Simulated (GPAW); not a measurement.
# CdTe (F-43m) in GPAW: settings compared

One crystal, CdTe, is run at these levels: BLYP, LDA; tasks: band structure.

Everything below comes from runs of GPAW 26.7.0. Logs are shortened: lines on timing, memory, paths and dates and some standing lists are left out, and cuts for length are marked. The log counts tension as positive stress, the text compression.

**What was measured.**

A printed reference work, data compilation reports, for a bulk crystal of CdTe at 0 K: band gap 1.607 eV.

The runs below are set against these values where they give the same quantity.

## Step 1: The structure

The structure is cubic, space group F-43m (No. 216). Conventional cell: a = 6.410 Å, b = 6.410 Å, c = 6.410 Å, α = 90.00°, β = 90.00°, γ = 90.00°. Te (site symmetry -43m) has 4 Cd at 2.78 Å as nearest neighbours. Cd (site symmetry -43m) has 4 Te at 2.78 Å as nearest neighbours.

## Step 2: Band structure, BLYP, spin-orbit coupling, no magnetisation

The input, run.py:

```python
import numpy as np
from ase.dft.bandgap import bandgap
from ase.io import write
from ase.spacegroup import crystal
from ase.units import GPa
from gpaw import GPAW, PW, setup_paths
from gpaw.spinorbit import soc_eigenstates

setup_paths.insert(0, '.')

# Te 4c
# Cd 4a
atoms = crystal(['Te', 'Cd'],
                basis=[[0.25, 0.25, 0.25],
                       [0.0, 0.0, 0.0]],
                spacegroup=216, setting=1,  # F-43m
                cellpar=[6.41, 6.41, 6.41, 90.0, 90.0, 90.0],
                primitive_cell=True)

calc = GPAW(mode=PW(600),
            xc='BLYP',
            kpts={'size': (6, 6, 6), 'gamma': True},
            occupations={'name': 'fermi-dirac', 'width': 0.05},
            nbands=18,
            convergence={'density': 1e-05, 'energy': 1e-05},
            eigensolver='davidson',
            maxiter=150,
            txt='gpaw.txt')
atoms.calc = calc
energy = atoms.get_potential_energy()
forces = atoms.get_forces()
stress = atoms.get_stress()
calc.write('gs.gpw')
write('result.traj', atoms)
print(f'Energy: {energy:.6f} eV')
print('Forces (eV/A):')
print(forces.round(4))
print('Stress (GPa):', (stress / GPa).round(3))
print('Fermi level:', round(calc.get_fermi_level(), 4), 'eV')
print(f'Gap: {bandgap(calc)[0]:.4f} eV, direct: {bandgap(calc, direct=True)[0]:.4f} eV')

path = atoms.cell.bandpath('GXWKGLUWLK,UX', npoints=100, eps=1e-4)
bs_calc = calc.fixed_density(kpts=path, symmetry='off', nbands=31,
                             convergence={'bands': 'CBM+6.0', 'eigenstates': 1e-6}, txt='bands.txt')
bs = bs_calc.band_structure()
bs.write('bs.json')
print(f'Gap on the path: {bandgap(bs_calc)[0]:.4f} eV')

soc = soc_eigenstates(bs_calc, theta=90, phi=0)
np.savetxt('soc_bands.dat', soc.eigenvalues(), fmt='%.4f')
mesh = soc_eigenstates('gs.gpw', theta=90, phi=0)
np.savetxt('soc_mesh.dat', mesh.eigenvalues(), fmt='%.4f')
print('Fermi level with spin-orbit coupling:', round(mesh.fermi_level, 4), 'eV')
```

Potentials or basis: PAW data sets generated in the run's folder for this functional, pw.

Launch:

```
> gpaw-setup -f BLYP Cd Te
> OMP_NUM_THREADS=1 python run.py
```

gpaw.txt:

```text
__  _  _
 | _ |_)|_||  |
 |__||  | ||/\| - 26.7.0

Input parameters:
  mode=PW(ecut=600.0),
  convergence={'density': 1e-05, 'energy': 1e-05},
  eigensolver=Davidson(niter=2),
  kpts=MonkhorstPack(size=(6, 6, 6), gamma=True),
  maxiter=150,
  nbands=18,
  occupations=Occupations(name='fermi-dirac', width=0.05),
  xc=XC(name='BLYP')

Diagonalizing LCAO Hamiltonian
Converting LCAO to pw mode

            Te

       Cd

Atoms  # Å, Bohr magnetons
|   | symbol |        x |        y |        z |    initial magnetic moments |
|---|--------|----------|----------|----------|-----------------------------|
| 0 |     Te | 1.602500 | 1.602500 | 1.602500 | ( 0.0000,  0.0000,  0.0000) |
| 1 |     Cd | 0.000000 | 0.000000 | 0.000000 | ( 0.0000,  0.0000,  0.0000) |

Unit cell  # Å
| periodic |        x |        y |        z |  lengths |    angles |
|----------|----------|----------|----------|----------|-----------|
|      yes | 0.000000 | 3.205000 | 3.205000 | 4.532554 | 60.000000 |
|      yes | 3.205000 | 0.000000 | 3.205000 | 4.532554 | 60.000000 |
|      yes | 3.205000 | 3.205000 | 0.000000 | 4.532554 | 60.000000 |

Number of symmetries: 24
Symmetry operations  # r_c * U_cc + t_c -> r_c
|    | kind |            matrix            |
|----|------|------------------------------|
|  0 |  E   |  1, 0, 0,  0, 1, 0,  0, 0, 1 |
|  1 |  σ   |  1, 0, 0,  0, 0, 1,  0, 1, 0 |
|  2 |  σ   |  1, 0,-1,  0, 1,-1,  0, 0,-1 |
|  3 |  C3  |  1, 0,-1,  0, 0,-1,  0, 1,-1 |
|  4 |  C3  |  1,-1, 0,  0,-1, 1,  0,-1, 0 |
|  5 |  σ   |  1,-1, 0,  0,-1, 0,  0,-1, 1 |
|  6 |  σ   |  0, 1, 0,  1, 0, 0,  0, 0, 1 |
|  7 |  C3  |  0, 1, 0,  0, 0, 1,  1, 0, 0 |
|  8 |  C2  |  0, 1,-1,  1, 0,-1,  0, 0,-1 |
|  9 |  S4  |  0, 1,-1,  0, 0,-1,  1, 0,-1 |
| 10 |  C3  |  0, 0, 1,  1, 0, 0,  0, 1, 0 |
| 11 |  σ   |  0, 0, 1,  0, 1, 0,  1, 0, 0 |
| 12 |  S4  |  0, 0,-1,  1, 0,-1,  0, 1,-1 |
| 13 |  C3  |  0, 0,-1,  0, 1,-1,  1, 0,-1 |
| 14 |  S4  |  0,-1, 1,  1,-1, 0,  0,-1, 0 |
| 15 |  C2  |  0,-1, 1,  0,-1, 0,  1,-1, 0 |
| 16 |  C3  |  0,-1, 0,  1,-1, 0,  0,-1, 1 |
| 17 |  S4  |  0,-1, 0,  0,-1, 1,  1,-1, 0 |
| 18 |  S4  | -1, 1, 0, -1, 0, 1, -1, 0, 0 |
| 19 |  C3  | -1, 1, 0, -1, 0, 0, -1, 0, 1 |
| 20 |  C3  | -1, 0, 1, -1, 1, 0, -1, 0, 0 |
| 21 |  S4  | -1, 0, 1, -1, 0, 0, -1, 1, 0 |
| 22 |  σ   | -1, 0, 0, -1, 1, 0, -1, 0, 1 |
| 23 |  C2  | -1, 0, 0, -1, 0, 1, -1, 1, 0 |

BZ-sampling:
  Number of BZ points: 216
  Number of IBZ points: 16

  Monkhorst-Pack size: [6, 6, 6]
  Monkhorst-Pack shift: [0.08333333333333333, 0.08333333333333333, 0.08333333333333333]

K-points  # in reciprocal-cell coordinates
|     |                                coordinates |     weight |
|-----|--------------------------------------------|------------|
|   0 | (  0.00000000,   0.00000000,   0.00000000) | 0.00462963 |
|   1 | (  0.16666667,   0.16666667,   0.00000000) | 0.02777778 |
|   2 | (  0.16666667,   0.16666667,   0.16666667) | 0.03703704 |
|   3 | (  0.33333333,   0.16666667,   0.16666667) | 0.05555556 |
|   4 | (  0.33333333,   0.33333333,  -0.33333333) | 0.05555556 |
|   5 | (  0.33333333,   0.33333333,   0.00000000) | 0.02777778 |
|   6 | (  0.33333333,   0.33333333,   0.16666667) | 0.11111111 |
|   7 | (  0.33333333,   0.33333333,   0.33333333) | 0.03703704 |
|   8 | (  0.50000000,   0.33333333,  -0.33333333) | 0.11111111 |
|   9 | (  0.50000000,   0.33333333,  -0.16666667) | 0.05555556 |
| ... |                                            |            |
|  15 | (  0.50000000,   0.50000000,   0.50000000) | 0.01851852 |

Plane wave coefficients: 2215
Cutoff: 600.0 eV

Spin-components: 1 (collinear spins)
Bands:           18
Projectors:      11
Spin-degeneracy: 2
Datatype:        complex128

Parallelization:
  kpt:    1
  domain: 1
  band:   1

Density:
  Valence electrons: 18.0
  Components: 1
  Grid points: [27 27 27]
  Charge: 0.0  # |e|

Potential:
  Grid points: [27 27 27]

species:
  Te:
    name:    Tellurium
    Z:       52.0
    valence: 6
    core:    46
    charge:  0.0  # [|e|]
    compensation charges:
      type: gauss
      rc: 0.36  # [Å]
      lmax: 2
    cutoffs:
      filter: 2.09  # [Å]
      core: 3.17  # [Å]
    projectors
    | kind |    occ | energy [eV] | rcut [Å] |
    |------|--------|-------------|----------|
    |   5s |  2.000 |     -14.974 |    1.180 |
    |   5p |  4.000 |      -5.797 |    1.196 |
    |    s |        |      12.238 |    1.180 |
    |    p |        |      21.414 |    1.196 |
    |    d |        |       0.000 |    1.238 |

    Using partial waves for Te as LCAO basis

  Cd:
    name:    Cadmium
    Z:       48.0
    valence: 12
    core:    36
    charge:  0.0  # [|e|]
    compensation charges:
      type: gauss
      rc: 0.38  # [Å]
      lmax: 2
    cutoffs:
      filter: 2.12  # [Å]
      core: 2.62  # [Å]
    projectors
    | kind |    occ | energy [eV] | rcut [Å] |
    |------|--------|-------------|----------|
    |   5s |  2.000 |      -5.646 |    1.191 |
    |   5p |  0.000 |      -1.192 |    1.228 |
    |   4d | 10.000 |     -11.572 |    1.164 |
    |    s |        |      21.565 |    1.191 |
    |    p |        |      26.020 |    1.228 |
    |    d |        |      15.639 |    1.164 |

    Using partial waves for Cd as LCAO basis

Reference energy: -336997.902357  # eV

eigensolver:
  Davidson
  Converge bands: occupied
  niter=2

density mixing:
  MSR1-Mixer
  Pratt-step length: 0.05
  Maximum mixing coefficient: 0.75
  Old densities: 10
  SVD Regularization: 0.005
  Good broyden scale: 1.0
  Trust region scale: 1.0
  Backstep threshold: 4.0
  History deletion threshold: 6.0
  Fourier metric: weight=20.0, sigma=0.015

occupation numbers:
  Fermi-Dirac:
    width: 0.0500  # eV

poisson solver:
  ecut: 4800.0  # eV

xc functional:
  name: BLYP with 2 nearest neighbor stencil

convergence criteria:
- Maximum integral of absolute [dens]ity change: 1e-05 electrons / valence electron
- Maximum [total energy] change in last 3 cyles: 1e-05 eV / valence electron
- Maximum integral of absolute [eigenst]ate change: 4e-08 eV^2 / valence electron
maximum number of iterations: 150

SCF iterations
|iter     | |      energy | eigst |  dens |
|---------|-|-------------|-------|-------|
|iter:   1| |   -4.059934 | -0.27 |       |
|iter:   2| |   -4.014898 | -2.12 | -1.23 |
|iter:   3| |   -3.837512 | -1.73 | -1.27 |
|iter:   4| |   -3.830673 | -3.14 | -1.76 |
|iter:   5| |   -3.830426 | -3.72 | -2.18 |
|iter:   6| |   -3.830487 | -4.50 | -2.74 |
|iter:   7| |   -3.830491c| -5.63 | -3.61 |
|iter:   8| |   -3.830493c| -6.33 | -3.96 |
|iter:   9| |   -3.830493c| -7.15 | -4.88 |
|iter:  10| |   -3.830493c| -7.83c| -5.47c|

Converged in 10 steps
Energy contributions relative to reference atoms: (reference = -336997.902357)

Energy contributions:
  Kinetic:          28.889224
  Coulomb:         -25.972321
  Zero:              0.237801
  External:          0.000000
  Xc:               -6.985193
  Entropy:          -0.000006
  Spinorbit:         0.000000
  ----------------------------
  Free energy:      -3.830496
  Extrapolated:     -3.830493

dipole moment: (-25.803791, -25.803791, -25.803791)  # |e|*Ang

Fermi level: 4.903
Eigenvalues  # (at kpt = [0.000, 0.000, 0.000])
| band index |      eig [eV] | occ [0-2] |
|------------|---------------|-----------|
|          0 |        -6.916 |     2.000 |
|          1 |        -3.926 |     2.000 |
|          2 |        -3.926 |     2.000 |
|          3 |        -3.926 |     2.000 |
|          4 |        -3.640 |     2.000 |
|          5 |        -3.640 |     2.000 |
[... 10 lines left out ...]
|         16 |        14.711 |     0.000 |
|         17 |        14.711 |     0.000 |

Gap: 0.783 eV
Transition (v -> c):
  (s=0, k=0, n=8, [0.00, 0.00, 0.00]) -> (s=0, k=0, n=9, [0.00, 0.00, 0.00])
No difference between direct/indirect transitions

Forces  # eV/Ang
|        x |        y |        z |
|----------|----------|----------|
|  0.00000 | -0.00000 | -0.00000 |  # Te   0
| -0.00000 | -0.00000 | -0.00000 |  # Cd   1

Stress tensor  # eV/Ang^3
|         x |         y |         z |
|-----------|-----------|-----------|
| -0.040655 |  0.000000 | -0.000000 |
|  0.000000 | -0.040655 |  0.000000 |
| -0.000000 |  0.000000 | -0.040655 |

# Writing to gs.gpw (mode='')
```

stdout:

```text
Energy: -3.830493 eV
Forces (eV/A):
[[ 0. -0. -0.]
 [-0. -0. -0.]]
Stress (GPa): [-6.514 -6.514 -6.514  0.    -0.     0.   ]
Fermi level: 4.9029 eV
Gap: 0.7829 eV, direct: 0.7829 eV
Gap on the path: 0.7829 eV
Fermi level with spin-orbit coupling: 5.0557 eV
```

bands.txt:

```text
Diagonalizing LCAO Hamiltonian
Converting LCAO to pw mode
convergence criteria:
- Maximum integral of absolute [eigenst]ate change: 1e-06 eV^2 / valence electron
maximum number of iterations: 150

SCF iterations
|iter     | |      energy | eigst |  dens |
|---------|-|-------------|-------|-------|
|iter:   1| |             | +0.26 |       |
[... 108 lines left out ...]
         [0.375     , 0.375     , 0.75      ],
         [0.625     , 0.25      , 0.625     ],
         [0.60416667, 0.20833333, 0.60416667],
         [0.58333333, 0.16666667, 0.58333333],
         [0.5625    , 0.125     , 0.5625    ],
         [0.54166667, 0.08333333, 0.54166667],
         [0.52083333, 0.04166667, 0.52083333],
         [0.5       , 0.        , 0.5       ]])),
  maxiter=150,
  nbands=31,
  occupations=Occupations(name='fermi-dirac', width=0.05),
  symmetry=Symmetry(point_group=False, time_reversal=False),
  xc=XC(name='BLYP')
```

Run time: 4.2 min. Hardware: 1 thread of Intel Xeon at 2.50GHz (Skylake/Cascade Lake), shared host; peak memory 0.37 GiB.

Results:

```
Free energy             : -3.8305 eV
Pressure                : 6.5 GPa
Band gap on the k mesh  : 0.46 eV, direct
Band gap along the path : 0.46 eV, direct
```

Levels at the corners of the path, in eV from the valence-band top:
| point | band 15 | band 16 | band 17 | band 18 | band 19 | band 20 | band 21 | band 22 |
| --- | --- | --- | --- | --- | --- | --- | --- | --- |
| Γ | 0.00 | 0.00 | 0.00 | 0.00 | 0.46 | 0.46 | 4.01 | 4.01 |
| X | -2.49 | -2.49 | -2.10 | -2.10 | 2.33 | 2.33 | 2.38 | 2.38 |
| W | -3.09 | -2.58 | -2.56 | -2.55 | 3.71 | 4.17 | 4.46 | 4.53 |
| K | -3.20 | -2.86 | -1.95 | -1.91 | 2.58 | 2.63 | 4.15 | 4.37 |
| Γ | 0.00 | 0.00 | 0.00 | 0.00 | 0.46 | 0.46 | 4.01 | 4.01 |
| L | -1.45 | -1.45 | -0.85 | -0.85 | 1.50 | 1.50 | 4.83 | 4.83 |
| U | -3.20 | -2.86 | -1.95 | -1.91 | 2.58 | 2.63 | 4.15 | 4.37 |
| W | -3.09 | -2.58 | -2.56 | -2.55 | 3.71 | 4.17 | 4.46 | 4.53 |
| L | -1.45 | -1.45 | -0.85 | -0.85 | 1.50 | 1.50 | 4.83 | 4.83 |
| K | -3.20 | -2.86 | -1.95 | -1.91 | 2.58 | 2.63 | 4.15 | 4.37 |
| U | -3.20 | -2.86 | -1.95 | -1.91 | 2.58 | 2.63 | 4.15 | 4.37 |
| X | -2.49 | -2.49 | -2.10 | -2.10 | 2.33 | 2.33 | 2.38 | 2.38 |

Caveat: spin-orbit coupling was added after a scalar SCF, so levels and gaps hold it while energy, forces, pressure and moments don't; this program's spin-orbit splittings come out too wide for heavy elements.

(Part 1 of 2 ends here.)
